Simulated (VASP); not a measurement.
VASP 6.6.1 run: SnTe

INCAR

```
NELM = 120
PREC = Accurate
ENCUT = 520
NBANDS = 17
IBRION = -1
NSW = 0
EDIFF = 1E-7
LASPH = .TRUE.
SIGMA = 0.02
LREAL = .FALSE.
ISMEAR = -1
LCHARG = .FALSE.
GGA = AM
ISIF = 2
LWAVE = .FALSE.
```

KPOINTS

```
KPOINTS created by Atomic Simulation Environment
0
Gamma
6 6 6
0 0 0
```

POSCAR

```
Sn Te
 1.0000000000000000
     0.0000000000000000    3.5839840091999999    3.4764644889000000
     3.5839840091999999    0.0000000000000000    3.4764644889000000
     3.5839840091999999    3.5839840091999999    0.0000000000000000
 Sn  Te
   1   1
Cartesian
  0.0000000000000000  0.0000000000000000  0.0000000000000000
  1.7919920046000000  1.7919920046000000  1.7382322444500000
```

The recommended PBE PAW datasets give the neutral cell 20 valence electrons.

Command

```
mpirun -np 1 vasp_std
```

Question: How does this run end, and what does it give?

Answer: It converged. Results: gap between bands v and c on the k mesh 0.05 eV; least direct gap on the k mesh 0.73 eV; pressure 0.4 GPa. Band v is the last that the valence electrons fill when counted band by band, and c is the next.

OSZICAR

```
N       E                     dE             d eps       ncg     rms          rms(c)
DAV:   1     0.127766063416E+03    0.12777E+03   -0.92625E+03  1021   0.122E+03
DAV:   2     0.598348740892E+01   -0.12178E+03   -0.11869E+03  1069   0.305E+02
DAV:   3    -0.687142279122E+01   -0.12855E+02   -0.12758E+02  1271   0.938E+01
DAV:   4    -0.727401619295E+01   -0.40259E+00   -0.40236E+00  1165   0.174E+01
DAV:   5    -0.729200574284E+01   -0.17990E-01   -0.17989E-01  1457   0.359E+00    0.526E+00
DAV:   6    -0.715585337284E+01    0.13615E+00   -0.32774E-01  1331   0.287E+00    0.338E+00
DAV:   7    -0.715095539546E+01    0.48980E-02   -0.88356E-02  1086   0.111E+00    0.105E+00
DAV:   8    -0.715212451688E+01   -0.11691E-02   -0.12314E-02  1152   0.722E-01    0.265E-01
DAV:   9    -0.715311575213E+01   -0.99124E-03   -0.33117E-03  1056   0.361E-01    0.612E-02
DAV:  10    -0.715325760376E+01   -0.14185E-03   -0.75662E-04  1199   0.168E-01    0.437E-02
DAV:  11    -0.715347087803E+01   -0.21327E-03   -0.49985E-04  1030   0.101E-01    0.614E-02
DAV:  12    -0.715346706086E+01    0.38172E-05   -0.16529E-05  1190   0.218E-02    0.254E-02
DAV:  13    -0.715346897390E+01   -0.19130E-05   -0.83630E-06  1044   0.136E-02    0.599E-03
DAV:  14    -0.715346915950E+01   -0.18560E-06   -0.42265E-07  1318   0.527E-03    0.415E-03
DAV:  15    -0.715346927857E+01   -0.11907E-06   -0.12286E-07   812   0.162E-03    0.351E-03
DAV:  16    -0.715346944803E+01   -0.16946E-06   -0.10551E-07   934   0.187E-03    0.211E-04
DAV:  17    -0.715346945244E+01   -0.44138E-08   -0.28150E-09   625   0.430E-04
   1 F= -.71534695E+01 E0= -.71532541E+01  d E =-.430692E-03
```

For comparison, a separate PBE run of the intended cell, on usual settings and not on those above, gives a gap of 0.02 eV on its mesh and a pressure of 1.4 GPa.
